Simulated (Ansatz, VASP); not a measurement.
**Two plane-wave programs on GaAs**

```
Ga As
1.0
     3.73217    0.00000    0.00000
    -1.86608    3.23215    0.00000
     0.00000    0.00000    6.33279
Ga As
2 2
Direct
  0.00000 0.00000 0.00000
  0.00000 0.00000 0.50000
  0.33333 0.66667 0.25000
  0.66667 0.33333 0.75000
```

The cell was built by a generator and needn't be a form met in nature.

Alike in both runs: task single point; functional PBE; k mesh 12 × 12 × 4; occupations fermi-dirac, width 0.02 eV; no spin polarisation.

|  | VASP | Ansatz |
| --- | --- | --- |
| version | VASP 6.6.1 | Ansatz 0.2.0 |
| potentials or method | VASP PAW PBE potentials, release 64 (Ga_d, As) | plane waves, PAW |
| plane-wave cutoff (eV) | 520 | 420 |
| valence electrons in the cell | 36 | 56 |

|  | VASP | Ansatz | Ansatz less VASP |
| --- | --- | --- | --- |
| pressure (GPa) | 3.0 | 2.8 | -0.21 |
| largest component of the traceless stress (GPa) | 0.78 | 0.76 | -0.025 |

The functional is the same, so the differences come from potentials, cutoffs and numerics. The two sets of potentials don't hold the same shells in valence.
